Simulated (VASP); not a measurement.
Set up this calculation in VASP 6.6.1, as the native input.

| Quantity | Value |
| --- | --- |
| Task | Born charges and dielectric tensor |
| Functional | LDA |
| Potentials or basis | VASP PAW LDA potentials, release 64 (Sr_sv, O) |
| Cutoff | 600 eV |
| k mesh | 4 × 4 × 4 |
| Occupations | gaussian, width 0.02 eV |
| Spin | no spin polarisation |
| Further INCAR settings | ALGO = Fast; EDIFF = 1e-08; IBRION = 8; NSW = 1 |

The structure of SrO lies in POSCAR:

```
SrO
1.0
    0.0000000000      2.5377300000      2.5377300000
    2.5377300000      0.0000000000      2.5377300000
    2.5377300000      2.5377300000      0.0000000000
Sr O
1 1
Direct
    0.0000000000      0.0000000000      0.0000000000
    0.5000000000      0.5000000000      0.5000000000
```

These files were run (other wordings do the same):

INCAR

```
SYSTEM = SrO
ALGO = Fast ; EDIFF = 1E-8
ENCUT = 600 ; GGA = CA
IBRION = 8 ; ISIF = 2
ISMEAR = 0 ; LASPH = .True.
LCHARG = .False. ; LEPSILON = .True.
LREAL = .False. ; LWAVE = .False.
NELM = 100 ; NSW = 1
PREC = Accurate ; SIGMA = 0.02
```

KPOINTS

```
k-points
0
Gamma
  4 4 4
  0 0 0
```

Potentials or basis: VASP PAW LDA potentials, release 64 (Sr_sv, O).

Launch:

```bash
$ cat potpaw_LDA.64/Sr_sv/POTCAR potpaw_LDA.64/O/POTCAR > POTCAR
$ mpirun -np 1 vasp_std > vasp.out
```

It gave:

```json
{"Band gap on the k mesh": "3.06 eV, indirect (least direct gap 3.11 eV)", "Electronic dielectric tensor (diagonal)": "4.09", "Born charges (mean of the diagonal)": "Sr +2.54; O -2.54 e", "Highest phonon frequency at Γ, LO-TO splitting left out": "215 cm⁻¹"}
```

Caveat: the k mesh is coarse (spacing up to 0.54 Å⁻¹), so the values aren't converged.

Wall time 4.5 min on 1 thread of Intel(R) Xeon(R) Platinum 8175M CPU @ 2.50GHz (Skylake/Cascade Lake) (shared host), peak memory 0.18 GiB.
